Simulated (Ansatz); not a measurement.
The system is TiO2.

```
Ti O
1.0
     1.49733    0.86448    6.98154
    -1.49733    0.86448    6.98154
     0.00000   -1.72897    6.98154
Ti O
1 2
Direct
  0.00000 0.00000 0.00000
  0.37953 0.37953 0.37953
  0.62047 0.62047 0.62047
```

Measurements of this composition are mostly on another form, of space group No. 141.

Base run:

```yaml
Program: Ansatz 0.2.0
Functional: HSE06
Potentials_or_basis: Ansatz PAW
Cutoff: "420 eV (not typed: the program's choice for these potentials)"
k_mesh: 6 × 6 × 6
Occupations: fermi-dirac, width 0.05 eV
Spin: no spin polarisation
```

Its results: band gap on the k mesh 4.28 eV, indirect (least direct gap 4.47 eV); pressure -5.1 GPa; largest force 0.721 eV/Å.

**Question.** The run is repeated on the same cell with these changes: functional from HSE06 to PBE0. What comes out?

**Answer.** Band gap on the k mesh 5.04 eV, indirect (least direct gap 5.22 eV); pressure -5.1 GPa; largest force 0.726 eV/Å.

Caveats: the PAW data sets come from PBE, with cores solved anew for the run's functional, which leaves a small shift of forces and pressure; the thresholds are loose for stress.
